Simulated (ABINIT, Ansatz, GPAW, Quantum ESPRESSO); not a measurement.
## One calculation of FeO, 6 ways

```
Fe O
1.0
     0.00000    2.15540    2.15540
     2.15540    0.00000    2.15540
     2.15540    2.15540    0.00000
Fe O
1 1
Cartesian
  0.0000 0.0000 0.0000
  2.1554 2.1554 2.1554
```

Alike in all runs: task band structure; functional PBEsol; k mesh 11 × 11 × 11; occupations fermi-dirac, width 0.05 eV; collinear spin, ferromagnetic start; no spin-orbit coupling. The measured crystal is an antiferromagnetic insulator; the state found here is the runs' own. Pressure is positive in compression and, in plane waves, holds the error of the finite cutoff, which Ansatz's Pulay term estimates and takes out.

| program and potentials | plane-wave cutoff (eV) | notes | pressure (GPa) | net moment per atom (μB) |
| --- | --- | --- | --- | --- |
| ABINIT, PseudoDojo NC SR PBEsol v0.4.1 standard | 1225 | 11 valence electrons an atom on average | -9.19 | 2.00 |
| Quantum ESPRESSO, GBRV 1.5 PBEsol | 762 | 11 valence electrons an atom on average | ? | ? |
| Ansatz, PAW datasets made for the crystal | 400 | 11 valence electrons an atom on average | -8.58 | 2.00 |
| Quantum ESPRESSO, PseudoDojo 0.4.1 SR PBEsol standard | 1225 | 11 valence electrons an atom on average | -9.15 | 2.00 |
| Ansatz, all-electron LAPW, scalar-relativistic | - | - | -8.58 | 2.00 |
| GPAW, PAW data sets generated for this functional | 800 | 7 valence electrons an atom on average | -7.00 | 2.00 |

**Question.** Estimate from the other rows what the run with Quantum ESPRESSO, GBRV 1.5 PBEsol gave.

**Answer.** Pressure -8.44 GPa; net moment per atom 2.00 μB. The other rows, which needn't bracket it: pressure -9.19 to -7.00; net moment per atom 2.00.
